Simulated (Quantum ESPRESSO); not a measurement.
The system is Si.

```xyz
1
Lattice="2.5321 0.0000 0.0000 0.0000 2.5321 0.0000 0.0000 0.0000 2.5321" Properties=species:S:1:pos:R:3 pbc="T T T"
Si    1.2661    1.2661    1.2661
```

The cell was built by a generator and needn't be a form met in nature.

| Quantity | Value |
| --- | --- |
| Program | Quantum ESPRESSO 7.5 |
| Task | energy-loss spectrum |
| Functional | LDA |
| Potentials or basis | PseudoDojo 0.4.1 SR LDA standard |
| Cutoff | 435 eV |
| Density cutoff | 1742 eV |
| k mesh | 12 × 12 × 12, shifted |
| Occupations | fermi-dirac, width 0.05 eV |
| Spin | no spin polarisation |
| Iterations | 400 |
| Form of the LDA correlation | PW92 |
| Mixing beta | 0.5 |
| Most SCF iterations | 120 |
| SCF threshold | 2e-10 Ry |

Loss function by the Lanczos method: RPA with local fields, q = (0.000, 0.000, 1.000) Å⁻¹, 400 iterations, broadening 0.68 eV, up to 40 eV.

Question: Where does the loss function peak?

Answer: The main peak lies at 21.2 eV with height 3.64.

Energy-loss function at q = [0.0, 0.0, 1.0] (Å⁻¹, cartesian):
```tsv
energy (eV)	loss
0.0	0.000
1.8	0.031
3.4	0.094
5.2	0.101
7.0	0.078
8.6	0.129
10.4	0.193
12.2	0.225
13.8	0.291
15.6	0.484
17.4	0.939
19.0	1.986
20.8	3.550
22.4	2.653
24.2	1.037
26.0	0.446
27.6	0.256
29.4	0.169
31.2	0.123
32.8	0.088
34.6	0.074
36.4	0.058
38.0	0.046
39.8	0.038
```

Spectra converge slowly with the k mesh, and this one (12 × 12 × 12) leaves small humps uncertain. From two thirds of the Lanczos chain to all of it the curve moves by up to 5 % of its peak.
